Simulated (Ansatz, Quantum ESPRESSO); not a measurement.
## BeS (F-43m): a worked LO-TO splitting

Wanted: the LO mode of BeS (F-43m) from the TO mode and the field response.

Main program and level: Quantum ESPRESSO 7.5; DFT LDA, scalar-relativistic, plane waves, PseudoDojo norm-conserving pseudopotentials.

The database entry behind the starting cell differs from later determinations by our own check (0.1 to 0.3 % short, probably kX units), so it need not match the best structure at ambient conditions.

## Step 1: Set-up

It takes space group F-43m (No. 216, cubic). The conventional cell has a = 4.796 Å, b = 4.796 Å, c = 4.796 Å, α = 90.00°, β = 90.00°, γ = 90.00°. Nearest to Be lie 4 S at 2.08 Å. S has 4 Be at 2.08 Å nearest. Farther neighbours and most contacts between anions are not listed.

This is the cell after its relaxation at this level of theory, not the database cell from which that began.

## Step 2: What the response run gave

A linear-response run on the relaxed cell, with the response to an electric field; only its zone-centre results are used. Cutoff 88 Ry, k mesh 8×8×8.

Output:

```text
[banners, grids, parts of the stress and lines that vanish by symmetry left out]
Program PHONON v.7.5
     Reading xml data from directory:

[...]
Exchange-correlation= PW
                           (   1   4   0   0   0   0   0)
[...]
kinetic-energy cut-off    =      88.0000  Ry
     charge density cut-off    =     352.0000  Ry
     convergence threshold     =      1.0E-18
[...]
Exchange-correlation= PW
                           (   1   4   0   0   0   0   0)
[...]
q = (   0.0000000   0.0000000   0.0000000 )
     25 Sym.Ops. (with q -> -q+G )
     G cutoff =  366.1539  (  20827 G-vectors)     FFT grid: ( 40, 40, 40)
     number of k points=    29
[...]
Mode symmetry, T_d (-43m)  point group:
[...]
Dielectric constant
[...]
End of electric fields calculation
          Dielectric constant in cartesian axis
          (       5.467147296       0.000000000       0.000000000 )
          (       0.000000000       5.467147296      -0.000000000 )
          (       0.000000000      -0.000000000       5.467147296 )
          Effective charges (d Force / dE) in cartesian axis without acoustic sum rule applied (asr)
           atom    1  Be    Mean Z*:        1.53988
      Ex  (        1.53988        0.00000        0.00000 )
      Ey  (        0.00000        1.53988        0.00000 )
      Ez  (        0.00000        0.00000        1.53988 )
           atom    2  S     Mean Z*:       -1.54892
      Ex  (       -1.54892        0.00000       -0.00000 )
      Ey  (       -0.00000       -1.54892        0.00000 )
      Ez  (        0.00000        0.00000       -1.54892 )
          Effective charges Sum: Mean:       -0.00905
[...]
Effective charges (d Force / dE) in cartesian axis with asr applied:
           atom    1  Be    Mean Z*:        1.54440
[...]
atom    2  S     Mean Z*:       -1.54440
[...]
Representation #   1 modes #   1   2   3
[...]
End of self-consistent calculation
     Convergence has been achieved
     Representation #   2 modes #   4   5   6
[...]
End of self-consistent calculation
     Convergence has been achieved
[...]
Dielectric constant in cartesian axis
          (       5.467147296       0.000000000       0.000000000 )
          (       0.000000000       5.467147296      -0.000000000 )
          (       0.000000000      -0.000000000       5.467147296 )
          Effective charges (d Force / dE) in cartesian axis without acoustic sum rule applied (asr)
           atom    1  Be    Mean Z*:        1.53988
      Ex  (        1.53988        0.00000        0.00000 )
      Ey  (        0.00000        1.53988        0.00000 )
      Ez  (        0.00000        0.00000        1.53988 )
           atom    2  S     Mean Z*:       -1.54892
      Ex  (       -1.54892        0.00000       -0.00000 )
      Ey  (       -0.00000       -1.54892        0.00000 )
      Ez  (        0.00000        0.00000       -1.54892 )
          Effective charges Sum: Mean:       -0.00905
[...]
Effective charges (d Force / dE) in cartesian axis with asr applied:
           atom    1  Be    Mean Z*:        1.54440
[...]
atom    2  S     Mean Z*:       -1.54440
[...]
q = (    0.000000000   0.000000000   0.000000000 )
[...]
freq (    1) =       0.072569 [THz] =       2.420645 [cm-1]
     freq (    2) =       0.072569 [THz] =       2.420645 [cm-1]
     freq (    3) =       0.072569 [THz] =       2.420645 [cm-1]
     freq (    4) =      17.795806 [THz] =     593.604206 [cm-1]
     freq (    5) =      17.795806 [THz] =     593.604206 [cm-1]
     freq (    6) =      17.795806 [THz] =     593.604206 [cm-1]
[...]
Mode symmetry, T_d (-43m)  point group:
     freq (   1-   3) =          2.4  [cm-1]   --> T_2  G_15 P_4   I+R
     freq (   4-   6) =        593.6  [cm-1]   --> T_2  G_15 P_4   I+R

   JOB DONE.
```

```csv
quantity,value
cell volume Ω (Å³),27.575
mass of Be (u),9.012
mass of S (u),32.060
"Born charge of Be, raw (e)",1.540
"Born charge of S, raw (e)",-1.549
ε∞,5.467
ω(TO) after the sum rule (cm⁻¹),593.6
```

## Step 3: The calculation

The charges must sum to zero over the cell; taking off their mean, -0.004 e, leaves Z* = 1.544 e on Be. In the polar mode Be moves against S, so the reduced mass is μ = 9.01 × 32.06 / 41.07 = 7.035 u.

A longitudinal wave builds up a field that adds to the restoring force: ω(LO)² = ω(TO)² + 4π Z*² / (μ Ω ε∞), in Hartree atomic units. With μ = 12823 electron masses and Ω = 186.08 bohr³ the second term is 2.2975e-06 Ha², or 110670 cm⁻² (1 Ha = 219474.6 cm⁻¹).

So ω(LO) = √(352361 + 110670) = 680.5 cm⁻¹, and by the Lyddane-Sachs-Teller relation ε₀ = ε∞ (ω(LO)/ω(TO))² = 7.18.

## Step 4: Check against the program

The analysis program adds the same non-analytic term to the full matrix, here for q along (1 0 0).

Output:

```text
[banner, memory and clock lines left out]
Program DYNMAT v.7.5

     Reading Dynamical Matrix from file g.dyn
     ...Force constants read
     ...epsilon and Z* read

     Polarizability (A^3 units)
     multiply by 0.401760 for Clausius-Mossotti correction
         9.802345    0.000000    0.000000
         0.000000    9.802345   -0.000000
         0.000000   -0.000000    9.802345

     IR activities are in (D/A)^2/amu units

# mode   [cm-1]    [THz]      IR
    1     -0.00   -0.0000    0.0000
    2     -0.00   -0.0000    0.0000
    3      0.00    0.0000    0.0000
    4    593.60   17.7955    7.8224
    5    593.60   17.7955    7.8224
    6    680.46   20.3996    7.8224
```

ε₀ comes from the program's run without a direction of q.

```csv
quantity,by hand,program
ω(LO) (cm⁻¹),680.5,680.5
ε₀,7.18,7.18
```

## Step 5: Results

| Quantity | Value |
| --- | --- |
| TO mode | 593.6 cm⁻¹ |
| LO mode | 680.5 cm⁻¹ |
| static dielectric constant | 7.184 |

What this shows: The LO mode of BeS (F-43m) lies at 680 cm⁻¹, 87 cm⁻¹ above the TO mode; the formula meets the program within 0.1 cm⁻¹, as it must for a cubic crystal with one polar mode. ω(LO)² − ω(TO)² goes with Z*²/ε∞: an error of 5 % in ε∞ would move the LO mode by 3.9 cm⁻¹, and semilocal functionals tend to overestimate ε∞. These are harmonic values at zero temperature, at the volume of this functional, for the structure held cubic; stability elsewhere in the zone is no part of this calculation.

[Host names and launcher messages were left out of these logs when they were recorded.]

[Logs are printed without paths, hosts, clocks, repeated set-up lines and the standing remarks that a program may print on its own settings, such as how far it seeks lower states.]

[Hosts, paths, dates, database ids (printed as entryN), source tags and the programs' standing remarks are cut or masked in the printed files.]
